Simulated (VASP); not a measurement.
# SnO (Cmc2_1) in VASP: single point with r2SCAN

Aim: the single point of SnO with r2SCAN.

All numbers are computed with VASP 6.6.1; they aren't measurements. Logs are shortened: lines on timing, memory, paths and dates and some standing lists are left out, and cuts for length are marked.

**1. Starting point**

It takes space group Cmc2_1 (No. 36, orthorhombic). Conventional cell: a = 5.000 Å, b = 5.720 Å, c = 11.120 Å, α = 90.00°, β = 90.00°, γ = 90.00°. Sn (site symmetry m) has 2 O at 2.15 Å as nearest neighbours. Sn (site symmetry m) is surrounded by 2 O at 1.99 Å. O (site symmetry 1) is surrounded by 1 O at 1.80 Å and 1 Sn at 1.99 Å.

**2. Single point, r2SCAN**

File POSCAR:

```
SnO
1.0
    2.5000000000     -2.8600000000      0.0000000000
    2.5000000000      2.8600000000      0.0000000000
    0.0000000000      0.0000000000     11.1200000000
Sn O
4 4
Direct
    0.0000000000      0.0000000000      0.0000000000
    0.0000000000      0.0000000000      0.5000000000
    0.5590000000      0.4410000000      0.2540000000
    0.4410000000      0.5590000000      0.7540000000
    0.9300000000      0.4300000000      0.3800000000
    0.0700000000      0.5700000000      0.8800000000
    0.5700000000      0.0700000000      0.3800000000
    0.4300000000      0.9300000000      0.8800000000
```

File INCAR.step1:

```
SYSTEM = SnO
  ALGO = Normal
  EDIFF = 1E-4
  ENCUT = 520
  GGA = PE
  ISMEAR = -1
  LASPH = .TRUE.
  LCHARG = .FALSE.
  LREAL = .FALSE.
  LWAVE = .TRUE.
  NBANDS = 50
  NELM = 100
  PREC = Accurate
  SIGMA = 0.1
```

File INCAR.step2:

```
SYSTEM = SnO
  ALGO = Normal
  EDIFF = 1E-6
  ENCUT = 520
  ISIF = 2
  ISMEAR = -1
  ISTART = 1
  LASPH = .TRUE.
  LCHARG = .FALSE.
  LMIXTAU = .TRUE.
  LREAL = .FALSE.
  LWAVE = .FALSE.
  METAGGA = R2SCAN
  NBANDS = 50
  NELM = 100
  PREC = Accurate
  SIGMA = 0.1
```

File KPOINTS:

```
k-points
0
G
  4 4 2
  0 0 0
```

Potentials or basis: VASP PAW PBE potentials, release 64 (Sn_d, O).

The run is started by

```sh
$ cat potpaw_PBE.64/Sn_d/POTCAR potpaw_PBE.64/O/POTCAR > POTCAR
$ cp INCAR.step1 INCAR
$ mpirun -np 1 vasp_std > vasp.out
$ cp INCAR.step2 INCAR
$ mpirun -np 1 vasp_std > vasp.out
```

OUTCAR:

```text
SYSTEM = SnO
   EDIFF = 1E-6
   ENCUT = 520
   ISIF = 2
   ISMEAR = -1
   ISTART = 1
   LASPH = .TRUE.
   LREAL = .FALSE.
   METAGGA = R2SCAN
   NELM = 100
   PREC = Accurate

 ion  position               nearest neighbor table
   1  0.000  0.000  0.000-   6 2.15   8 2.15   6 2.53   8 2.53   4 3.72   4 3.72   4 3.72
   2  0.000  0.000  0.500-   5 2.15   7 2.15   7 2.53   5 2.53   3 3.72   3 3.72   3 3.72
   3  0.559  0.441  0.254-   5 1.99   7 1.99   7 2.77   5 2.77   2 3.72   2 3.72   2 3.72
   4  0.441  0.559  0.754-   6 1.99   8 1.99   6 2.77   8 2.77   1 3.72   1 3.72   1 3.72
   5  0.930  0.430  0.380-   7 1.80   3 1.99   2 2.15   2 2.53   3 2.77
   6  0.070  0.570  0.880-   8 1.80   4 1.99   1 2.15   1 2.53   4 2.77
   7  0.570  0.070  0.380-   5 1.80   3 1.99   2 2.15   2 2.53   3 2.77
   8  0.430  0.930  0.880-   6 1.80   4 1.99   1 2.15   1 2.53   4 2.77

  LATTYP: Found a base centered orthorhombic cell.
 ALAT       =     5.0000000000
 B/A-ratio  =     1.1440000000
 C/A-ratio  =     2.2240000000

  Lattice vectors:

 A1 = (   2.5000000000,  -2.8600000000,   0.0000000000)
 A2 = (   2.5000000000,   2.8600000000,   0.0000000000)
 A3 = (   0.0000000000,   0.0000000000,  11.1200000000)

Analysis of symmetry for initial positions (statically):
=====================================================================
 Subroutine PRICEL returns:
 Original cell was already a primitive cell.

 Routine SETGRP: Setting up the symmetry group for a
 base centered orthorhombic supercell.

 Subroutine GETGRP returns: Found  4 space group operations
 (whereof  2 operations were pure point group operations)
 out of a pool of  8 trial point group operations.

The static configuration has the point symmetry C_1h.
 The point group associated with its full space group is C_2v.

Analysis of symmetry for dynamics (positions and initial velocities):
=====================================================================
 Subroutine PRICEL returns:
 Original cell was already a primitive cell.

 Routine SETGRP: Setting up the symmetry group for a
 base centered orthorhombic supercell.

 Subroutine GETGRP returns: Found  4 space group operations
 (whereof  2 operations were pure point group operations)
 out of a pool of  8 trial point group operations.

The dynamic configuration has the point symmetry C_1h.
 The point group associated with its full space group is C_2v.

 Subroutine INISYM returns: Found  4 space group operations
 (whereof  2 operations are pure point group operations),
[... 102 lines left out ...]
   NFREE  =      0    steps in history (QN), initial steepest desc. (CG)
   ISIF   =      2    stress and relaxation
   ISYM   =      2    0-nonsym 1-usesym 2-fastsym
   POTIM  = 0.5000    time-step for ionic-motion
   TEBEG  =    0.0;   TEEND  =   0.0 temperature during run
   PSTRESS=    0.0 pullay stress
   NELECT =      80.0000    total number of electrons
   NUPDOWN=      -1.0000    fix difference up-down
   EMIN   =  10.00;   EMAX   =-10.00  energy-range for DOS
   EFERMI =   0.00;   METHOD = LEGACY
   ISMEAR =    -1;   SIGMA  =   0.10  broadening in eV -4-tet -1-fermi 0-gaus
   EFERMI_NEDOS =   21; number of points for ismear=-14 and -15
   IALGO  =     38    algorithm
   IMIX   =      4    mixing-type and parameters
     AMIX     =   0.40;   BMIX     =  1.00
     AMIX_MAG =   1.60;   BMIX_MAG =  1.00
  volume/ion in A,a.u.               =      19.88       134.14
  Fermi-wavevector in a.u.,A,eV,Ry     =   1.302041  2.460500 23.066092  1.695310
  Thomas-Fermi vector in A             =   2.433135
   LORBIT       =      0    0 simple, 1 ext, 2 COOP (PROOUT), +10 PAW based schemes
   METAGGA = R2SCAN    functional components
   LHFCALC =     F    Hartree Fock is set to
   AEXX    =    0.0000 exact exchange contribution
   IVDW    =     0    specifies the selected vdW correction
   LEPSILON=     F    determine dielectric tensor
   LRPA    =     F    only Hartree local field effects (RPA)
 non-spin polarized calculation
  energy-cutoff  :      520.00
  volume of cell :      159.02
 maximum number of plane-waves:      4324
   NGX = 15   NGY = 15   NGZ = 41

 number of electron      80.0000004 magnetization

 Free energy of the ion-electron system (eV)
  ---------------------------------------------------
  ext. energy  EPLUGINS =         0.00000000
  ---------------------------------------------------
  free energy    TOTEN  =      -125.61528849 eV

  energy without entropy =     -125.56261654  energy(sigma->0) =     -125.58895251

 E-fermi :   6.3124     XC(G=0): -10.2508

 val. band max:        6.2446991374   @ k =  -0.2500   0.2500   0.0000
 cond. band min:       6.7032594943   @ k =   0.5000   0.5000   0.0000
 fundamental gap:      0.4585603569
 Fermi energy:         6.3124271139

 k-point     1 :       0.0000    0.0000    0.0000
  band No.  band energies     occupation
      1     -17.4485      2.00000
      2     -17.4456      2.00000
      3     -16.9240      2.00000
      4     -16.9183      2.00000
      5     -16.6814      2.00000
      6     -16.6770      2.00000
[... 731 lines left out ...]
     49      10.2360      0.00000
     50      10.2360      0.00000

------------------------ aborting loop because EDIFF is reached ----------------------------------------

  FORCE on cell =-STRESS in cart. coord.  units (eV):
  Direction    XX          YY          ZZ          XY          YZ          ZX
  --------------------------------------------------------------------------------------
  -------------------------------------------------------------------------------------
  Total       30.2649386     -3.5640214     -4.3867119      0.0000000      0.0000000      0.0000000
  in kB      304.9366011    -35.9095583    -44.1986368      0.0000000      0.0000000      0.0000000
  external PRESSURE =      74.9428020 kB  Pullay stress =       0.0000000 kB

 VOLUME and BASIS-vectors are now :
 -----------------------------------------------------------------------------
  energy-cutoff  :      520.00
  volume of cell :      159.02
      direct lattice vectors                 reciprocal lattice vectors
     2.500000000 -2.860000000  0.000000000     0.200000000 -0.174825175  0.000000000
     2.500000000  2.860000000  0.000000000     0.200000000  0.174825175  0.000000000
     0.000000000  0.000000000 11.120000000     0.000000000  0.000000000  0.089928058

 POSITION                                       TOTAL-FORCE (eV/Angst)
 -----------------------------------------------------------------------------------
      0.00000      0.00000      0.00000         0.000000      0.709290     -1.672307
      0.00000      0.00000      5.56000         0.000000     -0.709290     -1.672307
      2.50000     -0.33748      2.82448         0.000000      1.978267     -0.504306
      2.50000      0.33748      8.38448         0.000000     -1.978267     -0.504306
      3.40000     -1.43000      4.22560         9.350573     -0.555767      1.088307
      1.60000      1.43000      9.78560        -9.350573      0.555767      1.088307
      1.60000     -1.43000      4.22560        -9.350573     -0.555767      1.088307
      3.40000      1.43000      9.78560         9.350573      0.555767      1.088307
 -----------------------------------------------------------------------------------
    total drift:                                0.000000     -0.000000      0.006913

  FREE ENERGIE OF THE ION-ELECTRON SYSTEM (eV)
  ---------------------------------------------------
  free  energy   TOTEN  =      -125.6152884857 eV

  energy  without entropy=     -125.5626165416  energy(sigma->0) =     -125.58895251
```

It took 4.6 min on 1 thread of Intel Xeon Platinum 8375C at 2.90GHz (Ice Lake), shared host; peak memory 0.3 GiB.

Results:

* Free energy: -125.6153 eV
* Pressure: 7.5 GPa
* Largest force: 9.430 eV/Å
* Band gap on the k mesh: none (metal or under the smearing width)

Forces on the atoms (eV/Å):
```
Sn   0.000  0.709 -1.672
Sn   0.000 -0.709 -1.672
Sn   0.000  1.978 -0.504
Sn   0.000 -1.978 -0.504
O    9.351 -0.556  1.088
O   -9.351  0.556  1.088
O   -9.351 -0.556  1.088
O    9.351  0.556  1.088
```

Stress tensor (GPa, compression positive):
```
30.49  0.00  0.00
 0.00 -3.59  0.00
 0.00  0.00 -4.42
```

Levels at points of the mesh, in eV from the Fermi level:
| k point | band 37 | band 38 | band 39 | band 40 | band 41 | band 42 | band 43 | band 44 |
| --- | --- | --- | --- | --- | --- | --- | --- | --- |
| (0.00, 0.00, 0.00) | -3.55 | -1.68 | -0.20 | -0.17 | 1.12 | 2.42 | 2.45 | 2.76 |
| (0.50, 0.00, 0.00) | -3.20 | -2.85 | -1.73 | -1.53 | 0.96 | 0.98 | 1.28 | 1.44 |
| (0.50, 0.50, 0.00) | -2.62 | -2.62 | -0.82 | -0.71 | -0.15 | 0.39 | 0.41 | 1.48 |
| (0.00, 0.00, 0.50) | -2.68 | -2.68 | -0.19 | -0.19 | 1.74 | 1.74 | 2.85 | 2.85 |
| (0.50, 0.00, 0.50) | -3.14 | -3.14 | -1.56 | -1.56 | 0.77 | 0.77 | 1.58 | 1.58 |
| (0.50, 0.50, 0.50) | -2.62 | -2.62 | -0.38 | -0.38 | -0.36 | -0.36 | 0.66 | 0.66 |

Caveat: the k mesh is coarse (spacing up to 0.42 Å⁻¹), so the values aren't converged; the PAW data sets were made with another functional, which shifts forces and pressure a little.
